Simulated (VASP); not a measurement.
# AlNi (Pm-3m) in VASP: further runs

Runs on AlNi. Level: LDA. Tasks: equation of state.

Everything below comes from runs of VASP 6.6.1. Logs are shortened: lines on timing, memory, paths and dates and some standing lists are left out, and cuts for length are marked.

## (1) The structure

It takes space group Pm-3m (No. 221, cubic). Conventional cell: a = 2.835 Å, b = 2.835 Å, c = 2.835 Å, α = 90.00°, β = 90.00°, γ = 90.00°. Around Ni (site symmetry m-3m) lie 8 Al at 2.46 Å. Around Al (site symmetry m-3m) lie 8 Ni at 2.46 Å.

## (2) Equation of state, LDA, collinear spin, ferromagnetic start, 10.94 Å³/atom (a relaxed cell with its volume scaled by 0.96)

INCAR

```
SYSTEM = AlNi
ALGO = Fast ; EDIFF = 1E-7
ENCUT = 520 ; GGA = CA
ISIF = 2 ; ISMEAR = -1
ISPIN = 2 ; LASPH = .TRUE.
LCHARG = .FALSE. ; LMAXMIX = 4
LORBIT = 11 ; LREAL = .FALSE.
LWAVE = .FALSE. ; MAGMOM = 1 0
NELM = 100 ; PREC = Accurate
SIGMA = 0.05
```

KPOINTS

```
k-points
0
G
  8 8 8
  0 0 0
```

POSCAR

```
AlNi                                    
1.0
    2.7966646763      0.0000000000      0.0000000000
    0.0000000000      2.7966646763      0.0000000000
    0.0000000000      0.0000000000      2.7966646763
  Ni              Al            
     1     1
Direct
     0.5000000000000000    0.5000000000000000    0.5000000000000000
     0.0000000000000000    0.0000000000000000    0.0000000000000000
```

Potentials or basis: VASP PAW LDA potentials, release 64 (Ni, Al).

On the command line:

```sh
$ cat potpaw_LDA.64/Ni/POTCAR potpaw_LDA.64/Al/POTCAR > POTCAR
$ mpirun -np 1 vasp_std > vasp.out
```

OUTCAR:

```text
SYSTEM = AlNi
   EDIFF = 1E-7
   ENCUT = 520
   GGA = CA
   ISIF = 2
   ISMEAR = -1
   ISPIN = 2
   LASPH = .TRUE.
   LORBIT = 11
   LREAL = .FALSE.
   NELM = 100
   PREC = Accurate

 ion  position               nearest neighbor table
   1  0.500  0.500  0.500-   2 2.42   2 2.42   2 2.42   2 2.42   2 2.42   2 2.42   2 2.42   2 2.42

   2  0.000  0.000  0.000-   1 2.42   1 2.42   1 2.42   1 2.42   1 2.42   1 2.42   1 2.42   1 2.42

  LATTYP: Found a simple cubic cell.
 ALAT       =     2.7966646763

  Lattice vectors:

 A1 = (   2.7966646763,   0.0000000000,   0.0000000000)
 A2 = (   0.0000000000,   2.7966646763,   0.0000000000)
 A3 = (   0.0000000000,   0.0000000000,   2.7966646763)

Analysis of symmetry for initial positions (statically):
=====================================================================
 Subroutine PRICEL returns:
 Original cell was already a primitive cell.

 Routine SETGRP: Setting up the symmetry group for a
 simple cubic supercell.

 Subroutine GETGRP returns: Found 48 space group operations
 (whereof 48 operations were pure point group operations)
 out of a pool of 48 trial point group operations.

The static configuration has the point symmetry O_h .

Analysis of symmetry for dynamics (positions and initial velocities):
=====================================================================
 Subroutine PRICEL returns:
 Original cell was already a primitive cell.

 Routine SETGRP: Setting up the symmetry group for a
 simple cubic supercell.

 Subroutine GETGRP returns: Found 48 space group operations
 (whereof 48 operations were pure point group operations)
 out of a pool of 48 trial point group operations.

The dynamic configuration has the point symmetry O_h .

Analysis of structural, dynamic, and magnetic symmetry:
=====================================================================
 Subroutine PRICEL returns:
 Original cell was already a primitive cell.

 Routine SETGRP: Setting up the symmetry group for a
 simple cubic supercell.

 Subroutine GETGRP returns: Found 48 space group operations
 (whereof 48 operations were pure point group operations)
 out of a pool of 48 trial point group operations.

The overall configuration has the point symmetry O_h .

 Subroutine INISYM returns: Found 48 space group operations
 (whereof 48 operations are pure point group operations),
 and found     1 'primitive' translations

----------------------------------------------------------------------------------------

                                     Primitive cell

  volume of cell :      21.8736

  direct lattice vectors                    reciprocal lattice vectors
     2.796664676  0.000000000  0.000000000     0.357568788  0.000000000  0.000000000
[... 138 lines left out ...]
 E-fermi :  10.9078     XC(G=0): -12.7407

 val. band max:       10.7773640462   @ k =   0.3750   0.3750   0.1250
 cond. band min:      10.9613497643   @ k =   0.3750   0.2500   0.1250
 fundamental gap:      0.1839857181
 Fermi energy:        10.9077960849

 spin component 1

 k-point     1 :       0.0000    0.0000    0.0000
  band No.  band energies     occupation
      1      -0.7705      1.00000
      2       7.2758      1.00000
      3       7.2758      1.00000
      4       9.2159      1.00000
      5       9.2159      1.00000
      6       9.2159      1.00000
      7      16.8375      0.00000
      8      16.8375      0.00000
      9      16.8375      0.00000
     10      19.4909      0.00000
     11      19.4909      0.00000
[... 310 lines left out ...]
  band No.  band energies     occupation
      1       5.0980      1.00000
      2       6.3456      1.00000
      3       7.5236      1.00000
      4       8.0331      1.00000
      5       8.8961      1.00000
      6       9.2081      1.00000
      7      10.1416      1.00000
      8      13.7746      0.00000
      9      14.6636      0.00000
     10      21.1119      0.00000
     11      22.1866      0.00000

 [... further k-points ...]

 spin component 2

 k-point     1 :       0.0000    0.0000    0.0000
  band No.  band energies     occupation
      1      -0.7705      1.00000
      2       7.2759      1.00000
      3       7.2759      1.00000
      4       9.2160      1.00000
      5       9.2160      1.00000
      6       9.2160      1.00000
      7      16.8375      0.00000
      8      16.8375      0.00000
      9      16.8375      0.00000
     10      19.4909      0.00000
     11      19.4909      0.00000
[... 310 lines left out ...]
  band No.  band energies     occupation
      1       5.0980      1.00000
      2       6.3456      1.00000
      3       7.5236      1.00000
      4       8.0333      1.00000
      5       8.8962      1.00000
      6       9.2082      1.00000
      7      10.1418      1.00000
      8      13.7746      0.00000
      9      14.6637      0.00000
     10      21.1119      0.00000
     11      22.1866      0.00000

 [... further k-points ...]

------------------------ aborting loop because EDIFF is reached ----------------------------------------

  FORCE on cell =-STRESS in cart. coord.  units (eV):
  Direction    XX          YY          ZZ          XY          YZ          ZX
  --------------------------------------------------------------------------------------
  -------------------------------------------------------------------------------------
  Total        1.1302585      1.1302585      1.1302585      0.0000000      0.0000000     -0.0000000
  in kB       82.7879619     82.7879619     82.7879619      0.0000000      0.0000000     -0.0000000
  external PRESSURE =      82.7879619 kB  Pullay stress =       0.0000000 kB

 VOLUME and BASIS-vectors are now :
 -----------------------------------------------------------------------------
  energy-cutoff  :      520.00
  volume of cell :       21.87
      direct lattice vectors                 reciprocal lattice vectors
     2.796664676  0.000000000  0.000000000     0.357568788  0.000000000  0.000000000
     0.000000000  2.796664676  0.000000000     0.000000000  0.357568788  0.000000000
     0.000000000  0.000000000  2.796664676     0.000000000  0.000000000  0.357568788

 POSITION                                       TOTAL-FORCE (eV/Angst)
 -----------------------------------------------------------------------------------
      1.39833      1.39833      1.39833         0.000000      0.000000      0.000000
      0.00000      0.00000      0.00000         0.000000      0.000000      0.000000
 -----------------------------------------------------------------------------------
    total drift:                                0.000000      0.000000     -0.000000

  FREE ENERGIE OF THE ION-ELECTRON SYSTEM (eV)
  ---------------------------------------------------
  free  energy   TOTEN  =       -12.1717624525 eV

  energy  without entropy=      -12.1626681716  energy(sigma->0) =      -12.16721531

 total charge

# of ion       s       p       d       tot
------------------------------------------
    1        0.518   0.597   8.541   9.656
    2        0.398   0.462   0.000   0.860
--------------------------------------------------
tot          0.916   1.059   8.541  10.516

 magnetization (x)

# of ion       s       p       d       tot
------------------------------------------
    1        0.000   0.000   0.000   0.000
    2        0.000   0.000   0.000   0.000
--------------------------------------------------
tot          0.000   0.000   0.000   0.000
```

OSZICAR:

```text
N       E                     dE             d eps       ncg     rms          rms(c)
DAV:   1     0.387859254238E+02    0.38786E+02   -0.59661E+03  1580   0.134E+03
DAV:   2    -0.122715603555E+02   -0.51057E+02   -0.47565E+02  1558   0.200E+02
DAV:   3    -0.135770163452E+02   -0.13055E+01   -0.12891E+01  1827   0.396E+01
DAV:   4    -0.135959612958E+02   -0.18945E-01   -0.18929E-01  1782   0.428E+00
DAV:   5    -0.135964326192E+02   -0.47132E-03   -0.47131E-03  1759   0.732E-01    0.131E+01
RMM:   6    -0.151206301982E+02   -0.15242E+01   -0.19144E+01  1762   0.684E+01    0.159E+01
RMM:   7    -0.121831958646E+02    0.29374E+01   -0.58125E+00  1604   0.385E+01    0.151E+00
RMM:   8    -0.121821578691E+02    0.10380E-02   -0.10461E-01  1611   0.397E+00    0.821E-01
RMM:   9    -0.121724123399E+02    0.97455E-02   -0.29779E-02  1644   0.120E+00    0.611E-01
RMM:  10    -0.121718463643E+02    0.56598E-03   -0.34479E-03  1873   0.859E-01    0.165E-01
RMM:  11    -0.121717635098E+02    0.82855E-04   -0.65184E-04  1838   0.275E-01    0.103E-01
RMM:  12    -0.121717702432E+02   -0.67334E-05   -0.18225E-04  2093   0.140E-01    0.678E-02
RMM:  13    -0.121717611074E+02    0.91357E-05   -0.36822E-05  1897   0.580E-02    0.208E-02
RMM:  14    -0.121717623068E+02   -0.11994E-05   -0.78221E-06  2004   0.306E-02    0.682E-03
RMM:  15    -0.121717624388E+02   -0.13199E-06   -0.19693E-06  1916   0.124E-02    0.473E-03
RMM:  16    -0.121717624525E+02   -0.13680E-07   -0.23672E-07  1235   0.512E-03
   1 F= -.12171762E+02 E0= -.12167215E+02  d E =-.909428E-02  mag=     0.0000
```

Wall time 9.4 s (1 thread of Intel Xeon Platinum 8488C (Sapphire Rapids), shared host); peak memory 0.14 GiB.

Results:

```yaml
Free_energy: -12.1718 eV
Pressure: 8.3 GPa
Band_gap_on_the_k_mesh: none (metal or under the smearing width)
Net_moment: 0.00 μB per cell
Valence_electrons_inside_the_program's_atomic_spheres: Ni 9.66; Al 0.86
```

## (3) Equation of state, LDA, collinear spin, ferromagnetic start, 11.16 Å³/atom (a relaxed cell with its volume scaled by 0.98)

INCAR is that of step 2.

KPOINTS is that of step 2.

POSCAR

```
AlNi                                    
1.0
    2.8159526284      0.0000000000      0.0000000000
    0.0000000000      2.8159526284      0.0000000000
    0.0000000000      0.0000000000      2.8159526284
  Ni              Al            
     1     1
Direct
     0.5000000000000000    0.5000000000000000    0.5000000000000000
     0.0000000000000000    0.0000000000000000    0.0000000000000000
```

Potentials or basis: VASP PAW LDA potentials, release 64 (Ni, Al).

On the command line:

```sh
$ cat potpaw_LDA.64/Ni/POTCAR potpaw_LDA.64/Al/POTCAR > POTCAR
$ mpirun -np 1 vasp_std > vasp.out
```

It took 9.6 s on 1 thread of Intel Xeon Platinum 8488C (Sapphire Rapids), shared host; peak memory 0.14 GiB.

The run converged. Its results:

* Free energy: -12.1891 eV
* Pressure: 3.9 GPa
* Band gap on the k mesh: none (metal or under the smearing width)
* Net moment: 0.00 μB per cell
* Valence electrons inside the program's atomic spheres: Ni 9.62; Al 0.85

## (4) Equation of state, LDA, collinear spin, ferromagnetic start, 11.39 Å³/atom

INCAR is that of step 3.

KPOINTS is that of step 3.

POSCAR

```
AlNi                                    
1.0
    2.8349799126      0.0000000000      0.0000000000
    0.0000000000      2.8349799126      0.0000000000
    0.0000000000      0.0000000000      2.8349799126
  Ni              Al            
     1     1
Direct
     0.5000000000000000    0.5000000000000000    0.5000000000000000
     0.0000000000000000    0.0000000000000000    0.0000000000000000
```

On the command line:

```sh
$ cat potpaw_LDA.64/Ni/POTCAR potpaw_LDA.64/Al/POTCAR > POTCAR
$ mpirun -np 1 vasp_std > vasp.out
```

It took 9.6 s on 1 thread of Intel Xeon Platinum 8488C (Sapphire Rapids), shared host; peak memory 0.13 GiB.

The run converged. Its results:

| Property | Result |
| --- | --- |
| Free energy | -12.1946 eV |
| Pressure | 0.0 GPa |
| Band gap on the k mesh | none (metal or under the smearing width) |
| Net moment | 0.00 μB per cell |
| Valence electrons inside the program's atomic spheres | Ni 9.58; Al 0.83 |

## (5) Equation of state, LDA, collinear spin, ferromagnetic start, 11.62 Å³/atom (a relaxed cell with its volume scaled by 1.02)

INCAR is that of step 4.

KPOINTS is that of step 4.

POSCAR

```
AlNi                                    
1.0
    2.8537551611      0.0000000000      0.0000000000
    0.0000000000      2.8537551611      0.0000000000
    0.0000000000      0.0000000000      2.8537551611
  Ni              Al            
     1     1
Direct
     0.5000000000000000    0.5000000000000000    0.5000000000000000
     0.0000000000000000    0.0000000000000000    0.0000000000000000
```

On the command line:

```sh
$ cat potpaw_LDA.64/Ni/POTCAR potpaw_LDA.64/Al/POTCAR > POTCAR
$ mpirun -np 1 vasp_std > vasp.out
```

Run time: 9.8 s. Hardware: 1 thread of Intel Xeon Platinum 8488C (Sapphire Rapids), shared host; peak memory 0.13 GiB.

It converged, with:

* Free energy: -12.1896 eV
* Pressure: -3.5 GPa
* Band gap on the k mesh: none (metal or under the smearing width)
* Net moment: 0.00 μB per cell
* Valence electrons inside the program's atomic spheres: Ni 9.54; Al 0.82

## (6) Equation of state, LDA, collinear spin, ferromagnetic start, 11.85 Å³/atom (a relaxed cell with its volume scaled by 1.04)

INCAR is that of step 5.

KPOINTS is that of step 5.

POSCAR

```
AlNi                                    
1.0
    2.8722865581      0.0000000000      0.0000000000
    0.0000000000      2.8722865581      0.0000000000
    0.0000000000      0.0000000000      2.8722865581
  Ni              Al            
     1     1
Direct
     0.5000000000000000    0.5000000000000000    0.5000000000000000
     0.0000000000000000    0.0000000000000000    0.0000000000000000
```

Potentials or basis: VASP PAW LDA potentials, release 64 (Ni, Al).

On the command line:

```sh
$ cat potpaw_LDA.64/Ni/POTCAR potpaw_LDA.64/Al/POTCAR > POTCAR
$ mpirun -np 1 vasp_std > vasp.out
```

Run time: 9.8 s. Hardware: 1 thread of Intel Xeon Platinum 8488C (Sapphire Rapids), shared host; peak memory 0.14 GiB.

The run converged. Its results:

* Free energy: -12.1750 eV
* Pressure: -6.7 GPa
* Band gap on the k mesh: none (metal or under the smearing width)
* Net moment: 0.00 μB per cell
* Valence electrons inside the program's atomic spheres: Ni 9.51; Al 0.81

## (7) Equation of state, LDA, collinear spin, ferromagnetic start

Potentials or basis: VASP PAW LDA potentials, release 64 (Ni, Al).

No new run: the results of the series are fitted here.

What came out:

```
Equilibrium volume                      : 11.39 Å³/atom
Bulk modulus                            : 186 GPa
Pressure derivative of the bulk modulus : 4.3 (rough: it moves with the points fitted)
```

Energy against volume, from the lowest point:
```
volume (Å³/atom)  energy (meV/atom)
          10.937              11.42
          11.165               2.77
          11.393               0.00
          11.620               2.52
          11.848               9.79
```
